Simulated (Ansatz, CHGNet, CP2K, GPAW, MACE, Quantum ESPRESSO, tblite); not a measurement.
# Running P6_3/mmc (COD entry) MoS2, displaced supercell (54 atoms) with CP2K

Wanted: CP2K inputs and outputs for P6_3/mmc (COD entry) MoS2, displaced supercell (54 atoms), checked against a plane-wave reference.

Method: the method is named at each step, in CP2K 2026.2.

The database entry behind the starting cell differs from later determinations by our own check (about 0.3 % long), so it need not match the best structure at ambient conditions.

**1. The starting structure**

The cell holds 54 atoms: 18 Mo and 36 S. Its edges and angles: a = 9.507 Å, b = 9.507 Å, c = 12.324 Å, α = 90.0°, β = 90.0°, γ = 120.0°. It derives from MoS2 (P6_3/mmc (measured, COD)), repeated 3×3×1. P6_3/mmc (COD entry) MoS2 (cell 3.169, 3.169, 12.32, 90, 90, 120), 3 x 3 x 1 conventional cells; every coordinate displaced by a Gaussian of 0.05 Å. Then every atom was moved at random, 0.02 Å r.m.s. a Cartesian component.

The yardstick, on the same geometry:

```
method                                           : Kohn-Sham DFT, PBE, PAW, plane waves (Ansatz 0.2.0); cutoff 420 eV, Γ point, fermi-dirac smearing of 0.05 eV; PAW set soft_2
r.m.s. force component                           : 1.188 eV/Å
longest force                                    : 4.817 eV/Å
pressure                                         : 4.597 GPa
gap (highest filled to lowest empty level) : 0.8354 eV
SCF cycles                                       : 12
time                                             : 11 s on 4 threads of Arm Neoverse V1, shared host
CPU time                                         : 42 s
```

**2. PBE, DZVP-MOLOPT-SR, 600/50 Ry, diagonalisation**

Method: Kohn-Sham DFT, PBE, GTH-PBE pseudopotentials, Gaussian and plane waves, DZVP-MOLOPT-SR-GTH, diagonalisation.

The input, input.inp:

```
&GLOBAL
  PROJECT cell
  RUN_TYPE ENERGY_FORCE
  PRINT_LEVEL LOW
&END GLOBAL
&FORCE_EVAL
  METHOD QS
  STRESS_TENSOR ANALYTICAL
  &DFT
    BASIS_SET_FILE_NAME BASIS_MOLOPT
    POTENTIAL_FILE_NAME GTH_POTENTIALS
    &MGRID
      CUTOFF 600
      REL_CUTOFF 50
      NGRIDS 5
    &END MGRID
    &QS
      EPS_DEFAULT 1.0E-12
    &END QS
    &SCF
      SCF_GUESS ATOMIC
      EPS_SCF 5.0E-06
      MAX_SCF 200
      ADDED_MOS 36
      &DIAGONALIZATION
        ALGORITHM STANDARD
      &END DIAGONALIZATION
      &SMEAR ON
        METHOD FERMI_DIRAC
        ELECTRONIC_TEMPERATURE [K] 580
      &END SMEAR
      &MIXING
        METHOD BROYDEN_MIXING
        ALPHA 0.15
        NBROYDEN 12
      &END MIXING
      &PRINT
        &RESTART OFF
        &END RESTART
      &END PRINT
    &END SCF
    &XC
      &XC_FUNCTIONAL PBE
      &END XC_FUNCTIONAL
    &END XC
    &PRINT
      &MULLIKEN ON
      &END MULLIKEN
      &HIRSHFELD ON
        SHAPE_FUNCTION DENSITY
      &END HIRSHFELD
      &MO ON
        EIGENVALUES T
        OCCUPATION_NUMBERS T
        MO_INDEX_RANGE 223 246
        &EACH
          QS_SCF 0
        &END EACH
        ADD_LAST NUMERIC
      &END MO
    &END PRINT
  &END DFT
  &SUBSYS
    &CELL
      A 9.50700 0.00000 0.00000
      B -4.75350 8.23330 0.00000
      C 0.00000 0.00000 12.32400
    &END CELL
    &COORD
      SCALED
      Mo 0.11634 0.22549 0.24621
      Mo 0.21671 0.10681 0.73925
      S 0.11170 0.21164 0.62593
      S 0.21442 0.10675 0.12279
      S 0.23034 0.12290 0.36870
      S 0.11276 0.22635 0.87597
      Mo 0.11714 0.55776 0.25082
      Mo 0.22389 0.44286 0.74743
      S 0.12045 0.56325 0.61984
      S 0.22762 0.44965 0.11977
      S 0.23682 0.45738 0.37630
      S 0.11672 0.56369 0.87694
      Mo 0.12325 0.89579 0.24083
      Mo 0.21086 0.76400 0.75115
      S 0.10446 0.89131 0.61748
      S 0.21537 0.77486 0.12717
      S 0.22517 0.78416 0.37715
      S 0.12179 0.89267 0.87477
      Mo 0.44373 0.22129 0.24654
      Mo 0.55546 0.10974 0.75631
      S 0.44910 0.21711 0.61961
      S 0.54514 0.10257 0.12670
      S 0.55883 0.10184 0.37549
      S 0.44580 0.22286 0.87243
      Mo 0.44376 0.54956 0.25982
      Mo 0.55648 0.44448 0.75201
      S 0.45393 0.55622 0.62691
      S 0.55427 0.44681 0.12698
      S 0.55034 0.44400 0.37923
      S 0.44906 0.56042 0.87463
      Mo 0.45603 0.89318 0.25398
      Mo 0.55971 0.77246 0.74920
      S 0.44301 0.89009 0.62270
      S 0.54841 0.77449 0.11826
      S 0.54712 0.77892 0.37243
      S 0.44848 0.88421 0.87762
      Mo 0.77389 0.21511 0.25264
      Mo 0.89314 0.11080 0.74921
      S 0.78007 0.22206 0.61506
      S 0.89830 0.11720 0.12215
      S 0.89036 0.12091 0.36275
      S 0.77179 0.22062 0.87581
      Mo 0.78495 0.55964 0.25897
      Mo 0.88732 0.43314 0.74839
      S 0.77960 0.55033 0.62801
      S 0.88489 0.44027 0.12105
      S 0.88277 0.44651 0.37643
      S 0.77543 0.54536 0.87746
      Mo 0.77171 0.88706 0.25091
      Mo 0.89654 0.78108 0.75194
      S 0.78321 0.89127 0.62168
      S 0.88500 0.77348 0.12770
      S 0.89827 0.77874 0.37750
      S 0.77232 0.88447 0.87438
    &END COORD
    &KIND Mo
      BASIS_SET DZVP-MOLOPT-SR-GTH-q14
      POTENTIAL GTH-PBE-q14
    &END KIND
    &KIND S
      BASIS_SET DZVP-MOLOPT-SR-GTH-q6
      POTENTIAL GTH-PBE-q6
    &END KIND
  &END SUBSYS
  &PRINT
    &FORCES ON
    &END FORCES
    &STRESS_TENSOR ON
    &END STRESS_TENSOR
  &END PRINT
&END FORCE_EVAL
```

Started as:

```
$ OMP_NUM_THREADS=2 cp2k.psmp -i input.inp > output.txt
```

Numbers of over 12 decimals in the logs are rounded to 6 here.

The program printed:

```text
CP2K| version string:                                       CP2K version 2026.2
 CP2K| Input file name                                                 input.inp
 GLOBAL| Basis set file name                                        BASIS_MOLOPT
 GLOBAL| Potential file name                                      GTH_POTENTIALS
 GLOBAL| Run type                                                   ENERGY_FORCE
 GLOBAL| Total number of message passing processes                             1
 GLOBAL| Number of threads for this process                                    2
 TOTAL NUMBERS AND MAXIMUM NUMBERS
  Total number of            - Atomic kinds:                                   2
                             - Atoms:                                         54
                             - Shell sets:                                    54
                             - Shells:                                       324
                             - Primitive Cartesian functions:                270
                             - Cartesian basis functions:                   1062
                             - Spherical basis functions:                    936
  Maximum angular momentum of- Orbital basis functions:                        3
                             - Local part of the GTH pseudopotential:          2
                             - Non-local part of the GTH pseudopotential:      4
 SCF PARAMETERS         Density guess:                                    ATOMIC
                        max_scf:                                             200
                        eps_scf:                                        5.00E-06
                        added MOs                                        36    0
                        Mixing method:                            BROYDEN_MIXING
                                                charge density mixing in g-space
                        Smear method:                                FERMI_DIRAC
                        Electronic temperature [K]:                        580.0
                        Electronic temperature [a.u.]:                  1.84E-03
                        Accuracy threshold:                             1.00E-10
 Extrapolation method: initial_guess
 Number of electrons:                                                        468
 Number of occupied orbitals:                                                234
 Number of molecular orbitals:                                               270
 Number of orbital functions:                                                936
 Number of independent orbital functions:                                    936
 SCF WAVEFUNCTION OPTIMIZATION
  Step     Update method      Time    Convergence         Total energy    Change
     1 NoMix/Diag. 0.15E+00    8.8     0.85290420     -1603.6773709139 -1.60E+03
     2 Broy./Diag. 0.15E+00   14.7     0.14546358     -1628.4016776829 -2.47E+01
     3 Broy./Diag. 0.15E+00   14.8     0.12665667     -1611.8216644938  1.66E+01
     4 Broy./Diag. 0.15E+00   14.8     0.06878888     -1598.7813734342  1.30E+01
[...]
16 Broy./Diag. 0.15E+00   15.9     0.00001191     -1597.4369976988  1.34E-03
    17 Broy./Diag. 0.15E+00   15.3     0.00000397     -1597.4369379494  5.97E-05
  *** SCF run converged in    17 steps ***
  Electronic density on regular grids:       -467.9999999998        0.0000000002
  Core density on regular grids:              467.9999999996       -0.0000000004
  Total charge density on r-space grids:       -0.0000000002
  Total charge density g-space grids:          -0.0000000002
  Overlap energy of the core charge distribution:               4.7944e-10
  Self energy of the core charge distribution:              -3184.953290
  Core Hamiltonian energy:                                    719.147459
  Hartree energy:                                            1092.891475
  Exchange-correlation energy:                               -224.522562
  Electronic entropic energy:                                  -1.98336e-05
  Fermi energy:                                                 0.343293
  Total energy:                                             -1597.436938
  Total energy (extrapolated to T->0):                      -1597.436928
 MO| EIGENVALUES AND OCCUPATION NUMBERS
 MO|
 MO|  Index      Eigenvalue [a.u.]        Eigenvalue [eV]             Occupation
 MO|    223               0.269944               7.345542               2.000000
 MO|    224               0.272285               7.409252               2.000000
 MO|    225               0.274929               7.481200               2.000000
[...]
MO|    245               0.380219              10.346273               0.000000
 MO|    246               0.380628              10.357421               0.000000
 MO| Sum:                                                             468.000000
 MO| E(Fermi):            0.343293 a.u.          9.341468 eV
 !-----------------------------------------------------------------------------!
                     Mulliken Population Analysis
 #  Atom  Element  Kind  Atomic population                           Net charge
       1     Mo       1         14.869928                             -0.869928
       2     Mo       1         14.839094                             -0.839094
       3     S        2          5.528998                              0.471002
[...]
53     S        2          5.617543                              0.382457
      54     S        2          5.578971                              0.421029
 # Total charge                            468.000000                  0.000000
 !-----------------------------------------------------------------------------!
 !-----------------------------------------------------------------------------!
                           Hirshfeld Charges
  #Atom  Element  Kind  Ref Charge     Population                    Net charge
      1       Mo     1      14.000         13.776                         0.224
      2       Mo     1      14.000         13.776                         0.224
      3       S      2       6.000          6.120                        -0.120
[...]
53       S      2       6.000          6.113                        -0.113
     54       S      2       6.000          6.118                        -0.118
  Total Charge                                                            0.001
 !-----------------------------------------------------------------------------!
 ENERGY| Total FORCE_EVAL ( QS ) energy [hartree]          -1597.437291
 FORCES| Atomic forces [hartree/bohr]
 FORCES|   Atom     x               y               z               |f|
 FORCES|      1 -1.03150674E-02  2.27942553E-02  2.40271408E-03   2.51346718E-02
 FORCES|      2  4.47016307E-02  5.33287307E-03  6.37701697E-02   7.80596558E-02
 FORCES|      3 -2.77901325E-02  2.86751973E-02 -3.38449720E-02   5.23453965E-02
[...]
FORCES|     53 -5.39810776E-03  2.14746767E-02 -3.10625710E-03   2.23595648E-02
 FORCES|     54  1.97687222E-02  9.57676799E-03  7.00698499E-03   2.30567713E-02
 FORCES| Sum     1.08126735E-06 -5.90399059E-07 -1.84189365E-06
 FORCES| Total atomic force                                       2.21591569E-06
 STRESS| Analytical stress tensor [bar]
 STRESS|                        x                   y                   z
 STRESS|      x        4.29563327123E+04  -7.05774961838E+03   2.69215913851E+03
 STRESS|      y       -7.05774961838E+03   4.42766348998E+04  -1.46853704986E+04
 STRESS|      z        2.69215913851E+03  -1.46853704986E+04   5.16750363006E+04
 STRESS| 1/3 Trace                                             4.63026679709E+04
```

It took 5.3 min on 2 threads of Arm Neoverse V1, shared host; peak memory 3.4 GiB; 10 min of CPU time.

Banners, paths, timers and routine set-up lines are dropped from the logs unmarked, and long logs keep their key lines alone; longer cuts are marked.

Compared with the plane-wave run:

```yaml
r_m_s_force_component: 1.222 eV/Å
r_m_s_difference_of_force_components: 45.05 meV/Å
longest_difference_of_force_vectors: 172.7 meV/Å
force_difference_over_r_m_s_force: 3.793 %
slope_of_forces_against_the_reference_s: 1.029
correlation_of_force_components: 0.9997
spacing_of_highest_filled_and_lowest_empty_level: 0.8392 eV
gap_difference: 0.0038 eV
pressure: 4.63 GPa
pressure_difference: 0.0337 GPa
```

Length of the force difference by element (eV/Å):

```csv
element,atoms,mean,most
Mo,18,0.054,0.11
S,36,0.077,0.17
```

Levels nearest the highest filled one (eV from it): -1.59, -1.52, -1.45, -1.42, -1.40, -1.19, -1.03, -0.74, -0.70, -0.58, -0.55, 0.00, 0.84, 0.90, 0.94, 0.97, 1.23, 1.27, 1.30, 1.33, 1.35, 1.39, 1.41, 1.43.

Local excerpt of 13 atoms (numbers count through the whole input) about Mo25, which bears the longest force; x, y, z are measured from there.

```csv
atom,x,y,z,distance (Å),bonds,Hirshfeld charge (e),Fx,Fy,Fz (eV/Å)
Mo25,0.00,0.00,0.00,0.00,6,0.22,-0.19,2.24,-4.38
S11,-1.53,-0.76,1.44,2.23,3,-0.12,-1.64,-1.73,1.20
S29,1.52,-0.87,1.47,2.28,3,-0.11,1.40,-0.61,0.61
S35,-0.11,1.89,1.39,2.35,3,-0.12,1.96,-0.35,2.08
S28,1.54,-0.85,-1.64,2.40,3,-0.11,0.70,0.18,0.26
S10,-1.58,-0.82,-1.73,2.48,3,-0.10,0.18,0.04,0.88
S34,-0.07,1.85,-1.74,2.55,3,-0.10,0.77,-0.17,1.28
Mo1,-1.57,-2.67,-0.17,3.10,6,0.22,-0.53,1.17,0.12
Mo19,1.56,-2.70,-0.16,3.13,6,0.22,0.46,0.24,0.52
Mo7,-3.14,0.07,-0.11,3.15,6,0.23,-1.29,-0.61,-0.13
Mo49,1.51,2.78,-0.11,3.17,6,0.23,1.26,0.19,-1.04
Mo43,3.20,0.08,-0.01,3.20,6,0.23,-1.75,-0.85,-2.65
Mo31,-1.52,2.83,-0.07,3.21,6,0.22,-3.32,-1.89,-2.48
```

Forces lie 3.8 % from the reference's, at 14 times its CPU time (on 2 against 4 cores).

**3. PBE, TZVP-MOLOPT (SR for Mo), 600/50 Ry, diagonalisation**

Method: Kohn-Sham DFT, PBE, GTH-PBE pseudopotentials, Gaussian and plane waves, TZVP-MOLOPT-GTH, diagonalisation.

Changes to input.inp since step 2:

```diff
@@ -10,2 +10,3 @@
     BASIS_SET_FILE_NAME BASIS_MOLOPT
+    BASIS_SET_FILE_NAME BASIS_MOLOPT_UCL
     POTENTIAL_FILE_NAME GTH_POTENTIALS
@@ -69,7 +70,30 @@
     &COORD
-      SCALED
-[... 54 atom lines left out: the same atoms as in the first run ...]
+      Mo 0.03418 1.85653 3.03429
+      Mo 1.55254 0.87940 9.11052
+      S 0.05590 1.74250 7.71396
+      S 1.53105 0.87890 1.51326
+      S 1.60564 1.01187 4.54386
+      S -0.00395 1.86361 10.79545
+      Mo -1.53766 4.59221 3.09111
+      Mo 0.02339 3.64620 9.21133
+      S -1.53229 4.63741 7.63891
+      S 0.02657 3.70210 1.47605
+      S 0.07729 3.76575 4.63752
+      S -1.56984 4.64103 10.80741
+      Mo -3.08640 7.37531 2.96799
+      Mo -1.62703 6.29024 9.25717
+      S -3.24374 7.33842 7.60982
+      S -1.63577 6.37965 1.56724
+      S -1.58681 6.45622 4.64800
+      S -3.08545 7.34962 10.78067
+      Mo 3.16664 1.82195 3.03836
+      Mo 4.75911 0.90352 9.32076
+[... 30 atom lines left out ...]
+      S 3.20933 7.33809 7.66158
+      S 4.73696 6.36829 1.57377
+      S 4.83811 6.41160 4.65231
+      S 3.13812 7.28211 10.77586
     &END COORD
     &KIND Mo
-      BASIS_SET DZVP-MOLOPT-SR-GTH-q14
+      BASIS_SET TZVP-MOLOPT-SR-GTH-q14
       POTENTIAL GTH-PBE-q14
@@ -77,3 +101,3 @@
     &KIND S
-      BASIS_SET DZVP-MOLOPT-SR-GTH-q6
+      BASIS_SET TZVP-MOLOPT-GTH-q6
       POTENTIAL GTH-PBE-q6
```

Started as:

```
$ OMP_NUM_THREADS=1 mpirun -np 4 cp2k.psmp -i input.inp > output.txt
```

The program printed:

```text
CP2K| version string:                                       CP2K version 2026.2
 CP2K| Input file name                                                 input.inp
 GLOBAL| Basis set file name                                        BASIS_MOLOPT
 GLOBAL| Potential file name                                      GTH_POTENTIALS
[... lines left out ...]
 Number of electrons:                                                        468
[... lines left out ...]
  Step     Update method      Time    Convergence         Total energy    Change
[... lines left out ...]
  *** SCF run converged in    17 steps ***
[... lines left out ...]
  Fermi energy:                                                 0.341687
  Total energy:                                             -1597.632591
  Total energy (extrapolated to T->0):                      -1597.632582
[... lines left out ...]
 MO| E(Fermi):            0.341687 a.u.          9.297788 eV
[... lines left out ...]
 ENERGY| Total FORCE_EVAL ( QS ) energy [hartree]          -1597.632759
[... lines left out ...]
 FORCES|      1 -1.02180759E-02  2.27144669E-02  2.50998299E-03   2.50331000E-02
 FORCES|      2  4.45463317E-02  5.38327804E-03  6.34609418E-02   7.77215960E-02
 FORCES|      3 -2.75205821E-02  2.79910298E-02 -3.38346335E-02   5.18233790E-02
[...]
FORCES|     53 -4.94229493E-03  2.12394224E-02 -2.71759249E-03   2.19755466E-02
 FORCES|     54  1.92120198E-02  9.41327986E-03  7.45165575E-03   2.26547724E-02
 FORCES| Sum     9.44675849E-07 -1.05605622E-06 -2.63756618E-06
 FORCES| Total atomic force                                       2.99406455E-06
 STRESS| Analytical stress tensor [bar]
 STRESS|                        x                   y                   z
 STRESS|      x        4.56651016911E+04  -7.09336608752E+03   2.65324009839E+03
 STRESS|      y       -7.09336608752E+03   4.71290100599E+04  -1.45666120123E+04
 STRESS|      z        2.65324009839E+03  -1.45666120123E+04   6.00484755675E+04
 STRESS| 1/3 Trace                                             5.09475291061E+04
```

Elapsed: 3.7 min, on 4 MPI ranks; peak memory 5.5 GiB; 15 min of CPU time.

Against the reference:

```yaml
r_m_s_force_component: 1.213 eV/Å
r_m_s_difference_of_force_components: 44.54 meV/Å
longest_difference_of_force_vectors: 142.5 meV/Å
force_difference_over_r_m_s_force: 3.75 %
slope_of_forces_against_the_reference_s: 1.021
correlation_of_force_components: 0.9995
spacing_of_highest_filled_and_lowest_empty_level: 0.8413 eV
gap_difference: 0.0059 eV
pressure: 5.095 GPa
pressure_difference: 0.4982 GPa
```

Against the first run (3.8 %), the force difference from the reference is 3.8 %, at 1.5 times the CPU time (on 4 against 2 cores), with 1242 basis functions against 936.

(Continued in part 2 of 3.)

[Also dropped from logs without a mark: logging warnings of Python, and SIESTA's first energy breakdown and zero terms.]

[Logs are printed without paths, hosts, clocks, repeated set-up lines and the standing remarks that a program may print on its own settings, such as how far it seeks lower states.]

[Hosts, paths, dates, database ids (printed as entryN), source tags and the programs' standing remarks are cut or masked in the printed files.]
